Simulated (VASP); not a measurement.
Calculation: PBEsol GGA, VASP's PBE PAW potentials (set 64) (plane waves; VASP).

The input files of a VASP run:

File KPOINTS:
```
kpoints
0
gamma
  8 8 8
0 0 0
```

**INCAR**
```
EDIFFG=-0.02   ! ionic stop
LASPH=.True.   ! aspherical one-centre terms
EDIFF=1E-6
SIGMA=0.05   ! width (eV)
LREAL=.False.
SYSTEM=AlSb
LWAVE=.False.
PREC=Accurate
GGA=PS
ISMEAR=0   ! Gaussian
NSW=40   ! most ionic steps
PSTRESS=100   ! kbar
IBRION=2   ! conjugate gradients
ISIF=3   ! ions, shape and volume
ALGO=Normal   ! blocked Davidson
LMAXMIX=4   ! l cut-off of mixed one-centre charges
ENCUT=500   ! plane-wave cut-off (eV)
NELM=100   ! most electronic steps
LCHARG=.False.
```

### POSCAR
```
AlSb
1.0
  0.0000000000   2.9469443646   2.9469443646
  2.9469443646   0.0000000000   2.9469443646
  2.9469443646   2.9469443646   0.0000000000
Al Sb
1 1
direct
  0.0000000000   0.0000000000   0.0000000000
  0.2500000000   0.2500000000   0.2500000000
```

POTCAR, in this order: Al Sb (PBE.64 set). Program: vasp_std.

Output of the run:

File OSZICAR:
```
       N       E                     dE             d eps       ncg     rms          rms(c)
DAV:   1     0.166435680692E+02    0.16644E+02   -0.28173E+03   464   0.716E+02
DAV:   2    -0.819301565675E+01   -0.24837E+02   -0.24307E+02   600   0.902E+01
DAV:   3    -0.881363251194E+01   -0.62062E+00   -0.55771E+00   576   0.171E+01
DAV:   4    -0.881873921066E+01   -0.51067E-02   -0.51067E-02   720   0.188E+00
DAV:   5    -0.881875573593E+01   -0.16525E-04   -0.16525E-04   584   0.738E-02    0.385E+00
DAV:   6    -0.870537223526E+01    0.11338E+00   -0.10596E-01   504   0.159E+00    0.241E+00
DAV:   7    -0.866125756659E+01    0.44115E-01   -0.13280E-01   560   0.189E+00    0.473E-01
DAV:   8    -0.866130254574E+01   -0.44979E-04   -0.60710E-03   488   0.516E-01    0.116E-01
DAV:   9    -0.866137658459E+01   -0.74039E-04   -0.33886E-04   640   0.131E-01    0.406E-02
DAV:  10    -0.866137408430E+01    0.25003E-05   -0.83756E-06   624   0.189E-02    0.250E-02
DAV:  11    -0.866137874506E+01   -0.46608E-05   -0.83483E-06   552   0.207E-02    0.505E-03
DAV:  12    -0.866137867733E+01    0.67724E-07   -0.25483E-07   328   0.329E-03
   1 F= -.54666409E+01 E0= -.54666409E+01  d E =-.546664E+01
```

**OUTCAR**
```
------------------------ aborting loop because EDIFF is reached ----------------------------------------
  FORCE on cell =-STRESS in cart. coord.  units (eV):
  Direction    XX          YY          ZZ          XY          YZ          ZX
  --------------------------------------------------------------------------------------
  Total        3.1728452      3.1728452      3.1728452      0.0000000      0.0000000     -0.0000000
  in kB       99.3147280     99.3147280     99.3147280      0.0000000      0.0000000     -0.0000000
  external PRESSURE =      -0.6852720 kB  Pullay stress =     100.0000000 kB
  volume of cell :       51.19
      direct lattice vectors                 reciprocal lattice vectors
     0.000000000  2.946944365  2.946944365    -0.169667268  0.169667268  0.169667268
     2.946944365  0.000000000  2.946944365     0.169667268 -0.169667268  0.169667268
     2.946944365  2.946944365  0.000000000     0.169667268  0.169667268 -0.169667268
 POSITION                                       TOTAL-FORCE (eV/Angst)
 -----------------------------------------------------------------------------------
      0.00000      0.00000      0.00000         0.000000      0.000000      0.000000
      1.47347      1.47347      1.47347        -0.000000     -0.000000     -0.000000
 -----------------------------------------------------------------------------------
    total drift:                               -0.000000     -0.000000     -0.000000
  FREE ENERGIE OF THE ION-ELECTRON SYSTEM (eV)
  ---------------------------------------------------
  free  energy   TOTEN  =        -8.6613786773 eV

  energy  without entropy=       -8.6613786773  energy(sigma->0) =       -8.66137868
  enthalpy is  TOTEN    =        -5.4666408512 eV   P V=        3.1947378262

 reached required accuracy - stopping structural energy minimisation
```
(Selected blocks of OUTCAR.)

The structure was generated: AlSb was put into the zinc blende type (F-43m), which need not be its known phase. It was relaxed first under an external pressure of 10 GPa.
